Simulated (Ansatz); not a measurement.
Runs of Ansatz 0.2.0 on TiAl3. The structure is tetragonal, space group I4/mmm (No. 139). Conventional cell: a = 3.822 Å, b = 3.822 Å, c = 8.561 Å, α = 90.00°, β = 90.00°, γ = 90.00°. Around Ti (site symmetry 4/mmm) lie 12 Al at 2.70 to 2.87 Å. Al (site symmetry -4m2) is surrounded by 8 Al at 2.70 to 2.87 Å and 4 Ti at 2.87 Å. Around Al (site symmetry 4/mmm) lie 4 Ti at 2.70 Å and 8 Al at 2.87 Å. The cell comes from a database or a generator and needn't be the stable form of this composition.

```csv
task,level,k mesh,cutoff (eV),atoms under strain,gap on the mesh (eV),V0 of scaled cells (Å³/atom),B0 (GPa)
equation of state,LDA,10 × 10 × 10,420,-,-,(a),117
equation of state,PBE,10 × 10 × 10,420,-,-,(b),106
equation of state,r2SCAN,10 × 10 × 10,500,-,-,15.65,115
phonons,PBEsol,8 × 8 × 8,420,-,none,-,-
elastic constants,PBEsol,8 × 8 × 8,420,clamped,none,-,-
```

Alike in all rows: potentials or basis Ansatz PAW; no spin polarisation; cell as given; smearing fermi-dirac 0.05 eV.

Question: Estimate the missing entries.

Answer: (a) 15.14; (b) 15.94.

Caveats: the cell was scaled at fixed shape and fractional positions, which overstates the stiffness of a crystal with free parameters, most of all of layers and chains (some runs); the PAW data sets come from PBE, with cores solved anew for the run's functional, which leaves a small shift of forces and pressure (some runs); the PAW data sets were made with another functional, which shifts forces and pressure a little (some runs); elastic constants of metals need much finer meshes, so these are rough (some runs).

A gap of «none» marks a metal or a gap under the smearing width.
